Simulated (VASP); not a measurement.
Crystal: TaSi2.

```
CELL_PARAMETERS angstrom
4.78390 0.00000 0.00000
-2.39195 4.14298 0.00000
0.00000 0.00000 6.57000
ATOMIC_POSITIONS crystal
Ta 0.00000 0.50000 0.33333
Ta 0.50000 0.50000 0.66667
Ta 0.50000 0.00000 0.00000
Si 0.31794 0.15897 0.33333
Si 0.15897 0.84103 0.66667
Si 0.84103 0.68206 0.00000
Si 0.68206 0.84103 0.33333
Si 0.84103 0.15897 0.66667
Si 0.15897 0.31794 0.00000
```

Base run:

```yaml
Program: VASP 6.6.1
Functional: PBEsol
Potentials_or_basis: VASP PAW PBE potentials, release 64 (Ta_pv, Si)
Cutoff: 520 eV
k_mesh: 5 × 5 × 3
Occupations: fermi-dirac, width 0.05 eV
Spin: no spin polarisation
Hubbard_terms: Ta d U = 8 eV
```

Its results: band gap on the k mesh none (metal or under the smearing width); pressure 10.1 GPa; largest force 0.200 eV/Å.

**Question.** The run is repeated on the same cell with these changes: hubbard terms from Ta d U = 8 eV to Ta d U = 3 eV. What comes out?

**Answer.** Band gap on the k mesh none (metal or under the smearing width); pressure 2.3 GPa; largest force 0.066 eV/Å.

Caveats: the PAW data sets were made with another functional, which shifts forces and pressure a little; U without spin polarisation on a metal has little footing; the U is typed as a test and isn't derived for this compound.
